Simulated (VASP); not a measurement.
# GaAs (F-43m) in VASP: notebook

One crystal, GaAs, is run at these levels: HSE06; tasks: single point.

Everything below comes from runs of VASP 6.6.1. Logs are shortened: lines on timing, memory, paths and dates and some standing lists are left out, and cuts for length are marked.

**1. Starting point**

The structure is cubic, space group F-43m (No. 216). Conventional cell: a = 5.654 Å, b = 5.654 Å, c = 5.654 Å, α = 90.00°, β = 90.00°, γ = 90.00°. As (site symmetry -43m) has 4 Ga at 2.45 Å as nearest neighbours. Ga (site symmetry -43m) is surrounded by 4 As at 2.45 Å.

**2. Single point, HSE06**

The input, POSCAR:

```
GaAs
1.0
    0.0000000000      2.8268500000      2.8268500000
    2.8268500000      0.0000000000      2.8268500000
    2.8268500000      2.8268500000      0.0000000000
As Ga
1 1
Direct
    0.7500000000      0.7500000000      0.7500000000
    0.0000000000      0.0000000000      0.0000000000
```

The input, INCAR.step1:

```
  PREC = Accurate
  ENCUT = 300
  EDIFF = 1E-5
  ISMEAR = 0
  SIGMA = 0.01
  LREAL = False
  LASPH = True
  NELM = 100
  ALGO = Normal
  ISIF = 2
  LWAVE = True
  LCHARG = False
  NKRED = 1
  NBANDS = 17
  GGA = PE
```

The input, INCAR.step2:

```
  PREC = Accurate
  ENCUT = 300
  EDIFF = 1E-6
  ISMEAR = 0
  SIGMA = 0.01
  LREAL = False
  LASPH = True
  NELM = 100
  ALGO = Normal
  ISIF = 2
  LWAVE = False
  LCHARG = False
  GGA = PE
  LHFCALC = True
  HFSCREEN = 0.2
  PRECFOCK = Fast
  NKRED = 1
  NBANDS = 17
  ISTART = 1
```

The input, KPOINTS:

```
Automatic mesh
0
Gamma
  6 6 6
```

Potentials or basis: VASP PAW PBE potentials, release 64 (As, Ga_d).

Run with:

```bash
> cat potpaw_PBE.64/As/POTCAR potpaw_PBE.64/Ga_d/POTCAR > POTCAR
> cp INCAR.step1 INCAR
> mpirun -np 1 vasp_std > vasp.out
> cp INCAR.step2 INCAR
> mpirun -np 1 vasp_std > vasp.out
```

OUTCAR:

```text
PREC = Accurate
   ENCUT = 300
   EDIFF = 1E-6
   ISMEAR = 0
   LREAL = False
   LASPH = True
   NELM = 100
   ISIF = 2
   GGA = PE
   LHFCALC = True
   HFSCREEN = 0.2
   PRECFOCK = Fast
   NKRED = 1
   ISTART = 1

 Found     16 irreducible k-points:

 Following reciprocal coordinates:
            Coordinates               Weight
  0.000000  0.000000  0.000000      1.000000
  0.166667  0.000000  0.000000      8.000000
  0.333333  0.000000  0.000000      8.000000
  0.500000  0.000000  0.000000      4.000000
  0.166667  0.166667  0.000000      6.000000
  0.333333  0.166667  0.000000     24.000000
   k-points           NKPTS =     16   k-points in BZ     NKDIM =    216   number of bands    NBANDS=     17
   number of dos      NEDOS =    301   number of ions     NIONS =      2
   total plane-waves  NPLWV =  13824
   dimension x,y,z NGX =    24 NGY =   24 NGZ =   24
   dimension x,y,z NGXF=    48 NGYF=   48 NGZF=   48
   ions per type =               1   1
   NGX,Y,Z   is equivalent  to a cutoff of   9.98,  9.98,  9.98 a.u.
   NGXF,Y,Z  is equivalent  to a cutoff of  19.96, 19.96, 19.96 a.u.
 SYSTEM =  unknown system
   PREC   = accura    normal or accurate (medium, high low for compatibility)
   ISTART =      1    job   : 0-new  1-cont  2-samecut
   ICHARG =      0    charge: 1-file 2-atom 10-const
   ISPIN  =      1    spin polarized calculation?
   LNONCOLLINEAR =      F non collinear calculations
   LSORBIT =      F    spin-orbit coupling
   LASPH  =      T    aspherical Exc in radial PAW
   ENCUT  =  300.0 eV  22.05 Ry    4.70 a.u.   5.65  5.65  5.65*2*pi/ulx,y,z
   NELM   =    100;   NELMIN=  2; NELMDL=  0     # of ELM steps
   EDIFF  = 0.1E-05   stopping-criterion for ELM
   LREAL  =      F    real-space projection
   EDIFFG = 0.1E-04   stopping-criterion for IOM
   NSW    =      0    number of steps for IOM
   IBRION =     -1    ionic relax: 0-MD 1-quasi-New 2-CG
   NFREE  =      0    steps in history (QN), initial steepest desc. (CG)
   ISIF   =      2    stress and relaxation
   ISYM   =      3    0-nonsym 1-usesym 2-fastsym
   POTIM  = 0.5000    time-step for ionic-motion
   TEBEG  =    0.0;   TEEND  =   0.0 temperature during run
   PSTRESS=    0.0 pullay stress
   NELECT =      18.0000    total number of electrons
   NUPDOWN=      -1.0000    fix difference up-down
   EMIN   =  10.00;   EMAX   =-10.00  energy-range for DOS
   EFERMI =   0.00;   METHOD = LEGACY
   ISMEAR =     0;   SIGMA  =   0.01  broadening in eV -4-tet -1-fermi 0-gaus
   EFERMI_NEDOS =   21; number of points for ismear=-14 and -15
   IALGO  =     38    algorithm
   IMIX   =      1    mixing-type and parameters
     AMIX     =   0.40;   BMIX     =  1.00
     AMIX_MAG =   1.60;   BMIX_MAG =  1.00
  volume/ion in A,a.u.               =      22.59       152.44
  Fermi-wavevector in a.u.,A,eV,Ry     =   1.204628  2.276417 19.743799  1.451128
  Thomas-Fermi vector in A             =   2.340347
   LORBIT       =      0    0 simple, 1 ext, 2 COOP (PROOUT), +10 PAW based schemes
   GGA     = PE    functional components
   LHFCALC =     T    Hartree Fock is set to
   PRECFOCK=fast      Normal, Fast or Accurate (Low or Medium for compatibility)
   ENCUT4O =  -1.0   cutoff for four orbital integrals eV
   NKREDX  =     1    reduce k-point grid by
   NKREDY  =     1    reduce k-point grid by
   NKREDZ  =     1    reduce k-point grid by
   AEXX    =    0.2500 exact exchange contribution
   HFSCREEN=    0.2000 screening length (either q_TF or 0.3 A-1)
   HFSCREENC=   0.2000 screening length for correlation (either q_TF or 0.3 A-1)
   ENCUTFOCK=  -1.0 apply spherical cutoff to Coloumb kernel
   IVDW    =     0    specifies the selected vdW correction
   LEPSILON=     F    determine dielectric tensor
   LRPA    =     F    only Hartree local field effects (RPA)
 non-spin polarized calculation
 Gauss-broadening in eV      SIGMA  =   0.01
  energy-cutoff  :      300.00
  volume of cell :       45.18
 maximum number of plane-waves:       544
 NGX is ok and might be reduce to    24
  NGX = 14; NGY = 14; NGZ = 14

 number of electron      18.0000029 magnetization

 Free energy of the ion-electron system (eV)
  ---------------------------------------------------
  ext. energy  EPLUGINS =         0.00000000
  ---------------------------------------------------
  free energy    TOTEN  =        -9.87116653 eV

  energy without entropy =       -9.87116653  energy(sigma->0) =       -9.87116653

 E-fermi :   3.5523     XC(G=0):  -7.9539

 val. band max:        3.4993806327   @ k =   0.0000   0.0000   0.0000
 cond. band min:       4.9308997052   @ k =   0.0000   0.0000   0.0000
 fundamental gap:      1.4315190725
 Fermi energy:         3.5523296178

 k-point     1 :       0.0000    0.0000    0.0000
  band No.  band energies     occupation
      1     -13.8607      2.00000
      2     -13.8607      2.00000
      3     -13.8607      2.00000
      4     -13.7797      2.00000
      5     -13.7797      2.00000
      6     -10.4712      2.00000
      7       3.4994      2.00000
      8       3.4994      2.00000
      9       3.4994      2.00000
     10       4.9309      0.00000
     11       8.0585      0.00000
     12       8.0585      0.00000
     13       8.0585      0.00000
     14      12.0928      0.00000
     15      14.6131      0.00000
     16      14.6131      0.00000
     17      16.0866      0.00000

 k-point     2 :       0.1667    0.0000    0.0000
  band No.  band energies     occupation
      1     -13.8747      2.00000
      2     -13.8553      2.00000
      3     -13.8553      2.00000
      4     -13.7799      2.00000
      5     -13.7799      2.00000
      6     -10.1268      2.00000
      7       0.7110      2.00000
      8       3.0986      2.00000
      9       3.0986      2.00000
     10       5.9738      0.00000
     11       8.6405      0.00000
     12       8.6405      0.00000
     13       9.0616      0.00000
     14      13.4717      0.00000
     15      13.4717      0.00000
     16      13.4928      0.00000
     17      15.3377      0.00000

 k-point     3 :       0.3333    0.0000    0.0000
  band No.  band energies     occupation
      1     -13.9014      2.00000
      2     -13.8460      2.00000
      3     -13.8460      2.00000
      4     -13.7788      2.00000
      5     -13.7788      2.00000
      6      -9.2270      2.00000
      7      -2.2954      2.00000
      8       2.5058      2.00000
      9       2.5058      2.00000
     10       5.5155      0.00000
     11       9.0627      0.00000
     12       9.0627      0.00000
     13      11.7885      0.00000
     14      13.2529      0.00000
     15      14.1682      0.00000
     16      14.1682      0.00000
     17      18.3016      0.00000

 k-point     4 :       0.5000    0.0000    0.0000
  band No.  band energies     occupation
      1     -13.9143      2.00000
      2     -13.8424      2.00000
      3     -13.8423      2.00000
      4     -13.7772      2.00000
      5     -13.7772      2.00000
      6      -8.5508      2.00000
      7      -3.7121      2.00000
      8       2.2687      2.00000
      9       2.2687      2.00000
     10       5.2809      0.00000
     11       8.9780      0.00000
     12       8.9781      0.00000
     13      12.1692      0.00000
     14      15.1018      0.00000
     15      16.5579      0.00000
     16      16.5579      0.00000
     17      17.3870      0.00000

 k-point     5 :       0.1667    0.1667    0.0000
  band No.  band energies     occupation
      1     -13.8845      2.00000
      2     -13.8499      2.00000
      3     -13.8499      2.00000
      4     -13.7842      2.00000
      5     -13.7770      2.00000
      6     -10.0107      2.00000
      7       0.7560      2.00000
      8       2.4247      2.00000
      9       2.4247      2.00000
     10       6.8074      0.00000
     11       7.4552      0.00000
     12       9.7025      0.00000
     13       9.7025      0.00000
     14      11.8293      0.00000
     15      14.2633      0.00000
     16      15.0871      0.00000
     17      17.0658      0.00000

 k-point     6 :       0.3333    0.1667    0.0000
  band No.  band energies     occupation
      1     -13.9059      2.00000
      2     -13.8419      2.00000
      3     -13.8398      2.00000
      4     -13.7868      2.00000
      5     -13.7751      2.00000
      6      -9.2799      2.00000
      7      -1.5569      2.00000
      8       1.5487      2.00000
      9       1.8141      2.00000
     10       6.7587      0.00000
     11       8.1891      0.00000
     12       9.9857      0.00000
     13      10.5433      0.00000
     14      13.4040      0.00000
     15      15.3450      0.00000
     16      15.4802      0.00000
     17      17.7138      0.00000

 [... further k-points ...]
[... 5 lines left out ...]
  --------------------------------------------------------------------------------------
  -------------------------------------------------------------------------------------
  Total        0.2518785      0.2518785      0.2518785      0.0000000      0.0000000     -0.0000000
  in kB        8.9323012      8.9323012      8.9323012      0.0000000      0.0000000     -0.0000000
  external PRESSURE =       8.9323012 kB  Pullay stress =       0.0000000 kB

 VOLUME and BASIS-vectors are now :
 -----------------------------------------------------------------------------
  energy-cutoff  :      300.00
  volume of cell :       45.18
      direct lattice vectors                 reciprocal lattice vectors
     0.000000000  2.826850000  2.826850000    -0.176875321  0.176875321  0.176875321
     2.826850000  0.000000000  2.826850000     0.176875321 -0.176875321  0.176875321
     2.826850000  2.826850000  0.000000000     0.176875321  0.176875321 -0.176875321

 POSITION                                       TOTAL-FORCE (eV/Angst)
 -----------------------------------------------------------------------------------
      4.24027      4.24027      4.24027         0.000000      0.000000      0.000000
      0.00000      0.00000      0.00000        -0.000000     -0.000000     -0.000000
 -----------------------------------------------------------------------------------
    total drift:                               -0.000059     -0.000046     -0.000037

  FREE ENERGIE OF THE ION-ELECTRON SYSTEM (eV)
  ---------------------------------------------------
  free  energy   TOTEN  =        -9.8711665265 eV

  energy  without entropy=       -9.8711665265  energy(sigma->0) =       -9.87116653
```

Run time: 4.7 min. Hardware: 1 thread of Intel Xeon 6975P-C (Granite Rapids), shared host; peak memory 0.24 GiB.

The run converged, but some of its settings lie outside the range that counts as converged, so its numbers aren't taken as properties of the crystal.

What came out:

| Item | Value |
| --- | --- |
| Free energy | -9.8712 eV |
| Band gap on the k mesh | 1.43 eV, direct |

Caveat: the cutoff is under 1.25 times the usual one of these potentials, so pressure, stress and relaxed cells hold a basis-set (Pulay) error; the PAW data sets were made with another functional, which shifts forces and pressure a little.

**3. Single point, HSE06**

POSCAR is that of step 2.

INCAR.step1: that of step 2 with these lines changed.

```diff
@@ -1,3 +1,3 @@
   PREC = Accurate
-  ENCUT = 300
+  ENCUT = 350
   EDIFF = 1E-5
@@ -12,3 +12,3 @@
   LCHARG = False
-  NKRED = 1
+  NKRED = 2
   NBANDS = 17
```

INCAR.step2: that of step 2 with these lines changed.

```diff
@@ -1,3 +1,3 @@
   PREC = Accurate
-  ENCUT = 300
+  ENCUT = 350
   EDIFF = 1E-6
@@ -16,3 +16,3 @@
   PRECFOCK = Fast
-  NKRED = 1
+  NKRED = 2
   NBANDS = 17
```

KPOINTS is that of step 2.

Potentials or basis: VASP PAW PBE potentials, release 64 (As, Ga_d).

Run with:

```bash
> cat potpaw_PBE.64/As/POTCAR potpaw_PBE.64/Ga_d/POTCAR > POTCAR
> cp INCAR.step1 INCAR
> mpirun -np 1 vasp_std > vasp.out
> cp INCAR.step2 INCAR
> mpirun -np 1 vasp_std > vasp.out
```

Run time: 45 s. Hardware: 1 thread of Intel Xeon 6975P-C (Granite Rapids), shared host; peak memory 0.25 GiB.

The run converged, but some of its settings lie outside the range that counts as converged, so its numbers aren't taken as properties of the crystal.

What came out:

| Property | Result |
| --- | --- |
| Free energy | -9.8995 eV |
| Pressure | 0.7 GPa |
| Band gap on the k mesh | 1.64 eV, direct |

Caveat: the cutoff is under 1.25 times the usual one of these potentials, so pressure, stress and relaxed cells hold a basis-set (Pulay) error; the PAW data sets were made with another functional, which shifts forces and pressure a little.

**4. For comparison**

An earlier run on the cell as given: functional PBEsol; potentials or basis VASP PAW PBE potentials, release 64 (As, Ga_d); cutoff 520 eV; k mesh 8 × 8 × 8; occupations fermi-dirac, width 0.05 eV; no spin polarisation.

- Pressure: 0.3 GPa
- Band gap on the k mesh: 0.46 eV, direct
